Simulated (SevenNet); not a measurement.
**Skutterudite CoSb3**

Method: the machine-learned potential SevenNet-0 (trained on PBE and PBE+U data).

Cell (relaxed at this level):

```
CELL_PARAMETERS angstrom
     -4.56488     4.56488     4.56488
      4.56488    -4.56488     4.56488
      4.56488     4.56488    -4.56488
ATOMIC_POSITIONS crystal
  Co 0.00000 0.00000 0.50000
  Co 0.50000 0.50000 0.50000
  Co 0.50000 0.00000 0.00000
  Co 0.00000 0.50000 0.00000
  Sb 0.84037 0.66668 0.50706
  Sb 0.50706 0.84037 0.66668
  Sb 0.17369 0.84037 0.33332
  Sb 0.49294 0.15963 0.33332
  Sb 0.82631 0.15963 0.66668
  Sb 0.66668 0.50706 0.84037
  Sb 0.66668 0.82631 0.15963
  Sb 0.15963 0.66668 0.82631
  Sb 0.33332 0.49294 0.15963
  Sb 0.33332 0.17369 0.84037
  Sb 0.15963 0.33332 0.49294
  Sb 0.84037 0.33332 0.17369
```

| Property | Result |
|---|---|
| bulk modulus | 81.5 GPa |

Measured, for comparison: bulk modulus 95 ± 5 GPa (room temperature, not corrected to a static lattice, our sources range from 85.0 to 95.0; as tabulated in Alexeev et al. (2016), arXiv:1601.07731). Computed (rounded) less measured: bulk modulus -14 % (-4 % to -14 % over the range).

A machine-learned potential is trained on density-functional data: it inherits that level's misses and adds fitting errors of its own.
